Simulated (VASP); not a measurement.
A run of VASP 6.6.1:

File INCAR:

```
SYSTEM = Te2Pt
ALGO = Fast
EDIFF = 1E-7
ENCUT = 520
GGA = PE
ICORELEVEL = 1
ISIF = 2
ISMEAR = 0
IVDW = 12
LASPH = .TRUE.
LCHARG = .FALSE.
LMAXMIX = 4
LREAL = .FALSE.
LWAVE = .FALSE.
NBANDS = 18
NELM = 80
PREC = Accurate
SIGMA = 0.03
```

Contents of KPOINTS:

```
k-points
0
G
  9 9 5
  0 0 0
```

Contents of POSCAR:

```
Te2Pt                                   
1.0
    4.0477878277     -0.0000000000      0.0000000000
   -2.0238939139      3.5054870888     -0.0000000000
   -0.0000000000     -0.0000000000      5.1006195286
  Te              Pt            
     2     1
Direct
     0.3333333300000021    0.6666666699999979    0.2667069715825882
     0.6666666699999979    0.3333333300000021    0.7332930284174118
     0.0000000000000000    0.0000000000000000    0.0000000000000000
```

KPOINTS_OPT

```
explicit points
186
Reciprocal
 0.0000000000  0.0000000000  0.0000000000 1
 0.0263157895  0.0000000000  0.0000000000 1
 0.0526315789  0.0000000000  0.0000000000 1
 0.0789473684  0.0000000000  0.0000000000 1
 0.1052631579  0.0000000000  0.0000000000 1
 0.1315789474  0.0000000000  0.0000000000 1
[... 178 lines left out ...]
 0.5000000000  0.0000000000  0.5000000000 1
 0.5000000000  0.0000000000  0.0000000000 1
```

Potentials or basis: VASP PAW PBE potentials, release 64 (Te, Pt).

Launch:

```sh
$ cat potpaw_PBE.64/Te/POTCAR potpaw_PBE.64/Pt/POTCAR > POTCAR
$ mpirun -np 1 vasp_std > vasp.out
```

Hardware: 1 thread of Intel(R) Xeon(R) 6975P-C (Granite Rapids), on a shared host.

**Question.** Estimate the wall time of this run.

**Answer.** Run time: 82 s on 1 thread of Intel(R) Xeon(R) 6975P-C (Granite Rapids) (shared host), peak memory 0.27 GiB. Counts: scf iterations 58, k points 50.
